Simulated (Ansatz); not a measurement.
Predict the output of the script below (the Python package of Ansatz (0.2.0)).

`cui.py`
```python
"""A slab of CuI in an electric field."""

from dataclasses import dataclass

import ansatz as az
from ase import Atoms
from ase.build import surface
import numpy as np
from tabulate import tabulate


@dataclass
class Settings:
    functional: str = "r2scan"
    cutoff: int = 500
    smearing_width: float = 0.1
    scf_tol: float = 1e-10
    kgrid: tuple[int, ...] = (6, 6, 1)


cfg = Settings()

atoms = Atoms(
    ["Cu", "I"],
    scaled_positions=[
        (0.25, 0.25, 0.25),
        (0.0, 0.0, 0.0),
    ],
    cell=[
        (0.0, 3.0315, 3.0315),
        (3.0315, 0.0, 3.0315),
        (3.0315, 3.0315, 0.0),
    ],
    pbc=True,
)
# the plane is named in the basis of this cell
rows = []
for value in [-0.1, -0.05, 0.0, 0.05, 0.1]:
    slab = surface(atoms, (0, 0, 1), 2, vacuum=6.0)
    slab.pbc = True
    model = (
        az.Crystal.from_ase(slab).calculation()
        .functional(cfg.functional)
        .basis(cfg.cutoff)
        .occupations(az.OccupationsMethod.FERMI_DIRAC, width=cfg.smearing_width)
        .scf(tolerance=cfg.scf_tol)
        .kpoints(*cfg.kgrid)
        .electric_field(axis=3, dipole_correction=True, amplitude=value)
    )
    summary = model.run(threads=1, pin="off").report
    face = summary["work_function"]
    rows.append((value, len(slab), summary["free_energy_ev"], face["dipole_moment_e_ang"], face.get("phi_plus_ev"), face.get("phi_minus_ev")))

print(tabulate(rows, headers=["field (V/A)", "atoms", "F (eV)", "dipole (e A)", "phi upper (eV)", "phi lower (eV)"], floatfmt=".4f", missingval="-"))
print(f"induced dipole per field: {np.polyfit([row[0] for row in rows], [row[3] for row in rows], 1)[0]:.3f} e A^2/V")
```

```console
$ python cui.py
RunWarning: efield: at this solve's end the planar-averaged density reaches 1.58e-5 e/Å³ inside the ramp window [0.8889, 0.1111] (bound 1e-5 e/Å³); the window's nearer edge stands 4.18 Å from this [...]
  field (V/A)    atoms       F (eV)    dipole (e A)    phi upper (eV)    phi lower (eV)
-------------  -------  -----------  --------------  ----------------  ----------------
      -0.1000        4  -28318.5025          0.1353            -                 -
      -0.0500        4  -28318.5100          0.1637            -                 -
       0.0000        4  -28318.5189          0.1919            2.7213            4.9028
       0.0500        4  -28318.5292          0.2200            -                 -
       0.1000        4  -28318.5409          0.2480            -                 -
induced dipole per field: 0.564 e A^2/V
```
(Warnings from the package without file and line, shortened, repeats left out.)

Reading the output:
- Absolute energies stand on the zero of these potentials, so only differences at equal settings mean something. A total without «per atom» is that of the whole cell that was run.
- No spin polarisation was allowed.
- The density doesn't vanish in the vacuum (a short gap or a low cutoff), which blurs the vacuum level.
- Of the deposited cell: the entry's cell lengths or inner coordinates differ somewhat from later room-temperature determinations.
- Without a Hubbard U or exact exchange, semilocal functionals often make such 3d compounds metallic or too weakly gapped.
- In a slab with a gap the Fermi level, and so this work function, hangs on the smearing.
- The starting cell is as deposited in a crystallographic database; the results hold for this polymorph, which needn't be the stable one.
- The slabs are thin, unrelaxed cuts of the structure as given, on a modest mesh, so the surface energy isn't converged; Miller indices refer to the cell as typed, and unlike faces give only a mean.
- It ran for 2.1 min on 1 thread of Arm Neoverse V2, with other jobs on the host, peak memory 0.92 GiB.
